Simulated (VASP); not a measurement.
**V3O: relaxation of cell and atoms with PBE**

V3O:

```
V O
1.0
     3.61151    0.00000    0.00000
     0.00000    3.61151    0.00000
     0.00000    0.00000    3.61151
V O
3 1
Direct
  0.50000 0.00000 0.50000
  0.00000 0.50000 0.50000
  0.50000 0.50000 0.00000
  0.00000 0.00000 0.00000
```

The cell was built by a generator and needn't be a form met in nature.

The cell isn't the ideal one: species swapped into the NbZn3 type (Pm-3m, No. 221).

```yaml
Program: VASP 6.6.1
Task: relaxation of cell and atoms
Functional: PBE
Potentials_or_basis: VASP PAW PBE potentials, release 64 (V_sv, O)
Cutoff: 600 eV
k_mesh: 12 × 12 × 12
Occupations: gaussian, width 0.1 eV
Spin: no spin polarisation
Dipole_correction: no
Further_INCAR_settings: ALGO = Normal; EDIFF = 1e-06; IBRION = 2; EDIFFG = -0.01; NSW = 100; ISIF = 3
```

```yaml
Relaxed_volume: 11.75 Å³/atom
Relaxed_cell: a = 3.609 Å, b = 3.609 Å, c = 3.609 Å, α = 90.00°, β = 90.00°, γ = 90.00°
Space_group_after_relaxing_to_0.05_Å: Pm-3m (No. 221)
Energy_gained_by_relaxing: 0.0 meV/atom
Ionic_steps: 3
Pressure_after_relaxing: 0.0 GPa
Band_gap_on_the_k_mesh: none (metal or under the smearing width)
```

The path:
```csv
step,energy change (eV),largest force (eV/Å),pressure (GPa),volume (Å³)
1,0.0000,0.0000,-0.34,47.10
2,-0.0001,0.0000,0.22,46.93
3,-0.0001,0.0000,-0.01,47.01
```

Final structure:
```yaml
crystal:
  lattice:
    - [3.60896, 0.00000, 0.00000]
    - [0.00000, 3.60896, 0.00000]
    - [0.00000, 0.00000, 3.60896]
  atoms:
    - { symbol: V, position: [0.50000, 0.00000, 0.50000] }
    - { symbol: V, position: [0.00000, 0.50000, 0.50000] }
    - { symbol: V, position: [0.50000, 0.50000, 0.00000] }
    - { symbol: O, position: [0.00000, 0.00000, 0.00000] }
```

Levels at points of the mesh, in eV from the Fermi level:
```tsv
k point	band 20	band 21	band 22	band 23	band 24	band 25	band 26	band 27
(0.00, 0.00, 0.00)	-2.32	-2.32	-2.32	-1.99	1.51	1.51	1.51	2.85
(0.50, 0.00, 0.00)	-0.49	-0.19	-0.06	-0.06	0.38	0.38	0.76	1.29
(0.50, 0.50, 0.00)	-1.19	0.11	0.11	0.58	0.84	0.84	1.11	1.66
(0.50, 0.50, 0.50)	-1.02	-0.14	-0.14	-0.14	1.43	1.43	1.43	1.43
```

Run time: 3 min on 1 thread of Intel(R) Xeon(R) Platinum 8488C (Sapphire Rapids), with other jobs on the host, peak memory 0.24 GiB.

Caveat: an odd number of electrons without spin polarisation forces a metal; a magnetic or distorted state may lie lower; the run has no spin polarisation, though such a crystal can be magnetic; semilocal functionals often make such compounds metallic where correlation or magnetic order opens a gap, which also shifts bond lengths.
